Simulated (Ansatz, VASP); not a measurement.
## One calculation of SrVO3, two programs

```
Sr V O
1.0
     3.84250    0.00000    0.00000
     0.00000    3.84250    0.00000
     0.00000    0.00000    3.84250
Sr V O
1 1 3
Direct
  0.00000 0.00000 0.00000
  0.50000 0.50000 0.50000
  0.50000 0.00000 0.50000
  0.00000 0.50000 0.50000
  0.50000 0.50000 0.00000
```

Change from the starting cell: parallel moments scaled by 0.1, free total moment.

Alike in both runs: task single point; functional PBE; k mesh 5 × 5 × 5; occupations fermi-dirac, width 0.1 eV; collinear spin; Hubbard terms V d U = 6.2 eV.

```csv
,VASP,Ansatz
version,VASP 6.6.1,Ansatz 0.2.0
potentials or method,"VASP PAW PBE potentials, release 64 (Sr_sv, V_sv, O)","PAW, plane waves, scalar-relativistic"
plane-wave cutoff (eV),520,420
valence electrons in the cell,41,41
```

|  | VASP | Ansatz | Ansatz less VASP |
| --- | --- | --- | --- |
| pressure (GPa) | 11.4 | 8.4 | -3.01 |
| net moment per atom (μB) | 0.20 | 0.20 | 0.000 |
| size of the moment on the site where the two differ most (μB) | 1.25 | 1.11 | -0.144 |

Site moments also hang on the region over which each program counts them. The programs project onto different local orbitals, so the same U acts differently. Ansatz warned: «filled_band_counts_differ_across_k_points».

The state reached can hang on the start; a lower one may exist.
